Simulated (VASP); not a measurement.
A run of VASP 6.6.1:

POSCAR

```
LiH
1.0
    0.0000000000      2.1451220099      2.1451220099
    2.1451220099      0.0000000000      2.1451220099
    2.1451220099      2.1451220099      0.0000000000
Li H
1 1
Direct
    0.0000000000      0.0000000000      0.0000000000
    0.2500000000      0.2500000000      0.2500000000
```

INCAR.step1

```
SYSTEM = LiH
  PREC = Accurate
  ENCUT = 520
  EDIFF = 1E-5
  ISMEAR = 0
  SIGMA = 0.01
  LREAL = .FALSE.
  LASPH = .TRUE.
  NELM = 100
  ALGO = Normal
  ISIF = 2
  LWAVE = .TRUE.
  LCHARG = .FALSE.
  NBANDS = 9
  GGA = PE
```

Contents of INCAR.step2:

```
SYSTEM = LiH
  PREC = Accurate
  ENCUT = 520
  EDIFF = 1E-7
  ISMEAR = 0
  SIGMA = 0.01
  LREAL = .FALSE.
  LASPH = .TRUE.
  NELM = 100
  ALGO = Normal
  ISIF = 2
  LWAVE = .FALSE.
  LCHARG = .FALSE.
  GGA = PE
  LHFCALC = .TRUE.
  HFSCREEN = 0.2079
  PRECFOCK = Normal
  NBANDS = 9
  ISTART = 1
```

File KPOINTS:

```
regular mesh
0
G
  6 6 6
  0 0 0
```

Potentials or basis: VASP PAW PBE potentials, release 64 (Li_sv, H).

Launch:

```sh
$ cat potpaw_PBE.64/Li_sv/POTCAR potpaw_PBE.64/H/POTCAR > POTCAR
$ cp INCAR.step1 INCAR
$ mpirun -np 1 vasp_std > vasp.out
$ cp INCAR.step2 INCAR
$ mpirun -np 1 vasp_std > vasp.out
```

Hardware: 1 thread of Intel(R) Xeon(R) Platinum 8488C (Sapphire Rapids), with other jobs on the host.

Task: Estimate the wall time of this run.

Result: Run time: 87 s on 1 thread of Intel(R) Xeon(R) Platinum 8488C (Sapphire Rapids), with other jobs on the host, peak memory 0.23 GiB. Counts: scf iterations 12, k points 16.
